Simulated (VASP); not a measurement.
## VH2: relaxation of cell and atoms with LDA+U

The system is VH2.

```
CELL_PARAMETERS angstrom
0.00000 2.13550 2.13550
2.13550 0.00000 2.13550
2.13550 2.13550 0.00000
ATOMIC_POSITIONS crystal
V 0.00000 0.00000 0.00000
H 0.75000 0.75000 0.75000
H 0.25000 0.25000 0.25000
```

```yaml
Program: VASP 6.6.1
Task: relaxation of cell and atoms
Functional: LDA
Potentials_or_basis: VASP PAW LDA potentials, release 64 (V_sv, H)
Cutoff: 600 eV
k_mesh: 11 × 11 × 11
Occupations: tetrahedron
Spin: collinear spin, ferromagnetic start
Starting_moments: "[2.0, 0.0, 0.0] μB"
Hubbard_terms: V d U = 4 eV
Optimiser: FIRE
Further_INCAR_settings: ALGO = Normal; EDIFF = 1.00e-07
```

The relaxed volume is 6.73 Å³/atom. The relaxed cell is a = 3.056 Å, b = 3.056 Å, c = 3.056 Å, α = 60.00°, β = 60.00°, γ = 60.00°. The space group after relaxing (to 0.05 Å) is Fm-3m (No. 225), the energy gained by relaxing is 4.3 meV/atom and the ionic steps are 7. The pressure after relaxing is 0.0 GPa and the band gap on the k mesh is none (metal or under the smearing width). The net moment is 1.64 μB per cell. The site moments are V +1.63; H -0.02 μB and the valence electrons inside the program's atomic spheres are V 11.52; H 0.59.

The path:
| step | energy change (eV) | largest force (eV/Å) | pressure (GPa) | volume (Å³) |
| --- | --- | --- | --- | --- |
| 1 | 0.0000 | 0.0000 | 5.18 | 19.48 |
| 2 | -0.0014 | 0.0000 | 4.85 | 19.52 |
| 3 | -0.0039 | 0.0000 | 4.23 | 19.60 |
| 4 | -0.0068 | 0.0000 | 3.36 | 19.71 |
| 5 | -0.0097 | 0.0000 | 2.32 | 19.85 |
| 6 | -0.0118 | 0.0000 | 1.18 | 20.01 |
| 7 | -0.0129 | 0.0000 | 0.02 | 20.18 |

Final structure:
```cif
data_structure
_symmetry_space_group_name_H-M 'P 1'
_symmetry_Int_Tables_number 1
_cell_length_a 3.0561
_cell_length_b 3.0561
_cell_length_c 3.0561
_cell_angle_alpha 60.000
_cell_angle_beta 60.000
_cell_angle_gamma 60.000
_cell_volume 20.18
loop_
_atom_site_label
_atom_site_type_symbol
_atom_site_fract_x
_atom_site_fract_y
_atom_site_fract_z
_atom_site_occupancy
V1 V 0.00000 0.00000 0.00000 1
H1 H 0.75000 0.75000 0.75000 1
H2 H 0.25000 0.25000 0.25000 1
```

Levels at points of the mesh, in eV from the Fermi level:
Spin up:
| k point | band 6 | band 7 | band 8 | band 9 | band 10 | band 11 |
| --- | --- | --- | --- | --- | --- | --- |
| (0.00, 0.00, 0.00) | -1.64 | -1.64 | -1.04 | -1.04 | -1.04 | 0.84 |
Spin down:
```csv
k point,band 3,band 4,band 5,band 6,band 7,band 8,band 9,band 10,band 11,band 12
"(0.00, 0.00, 0.00)",-37.59,-37.59,-11.36,0.28,0.28,0.28,0.79,2.42,2.42,15.12
```

Eigenvalues of the final occupation matrices:
```tsv
site	spin	trace	eigenvalues
site 1 d	1	2.38	0.26 0.26 0.26 0.80 0.80
site 1 d	2	0.75	0.14 0.14 0.14 0.16 0.16
```

Wall time 94 s on 1 thread of Intel(R) Xeon(R) 6975P-C (Granite Rapids), on a shared host, peak memory 0.15 GiB.

Caveat: the U is typed as a test and isn't derived for this compound; tetrahedron occupations give inexact forces and stress in metals. The state reached can hang on the start; a lower one may exist.
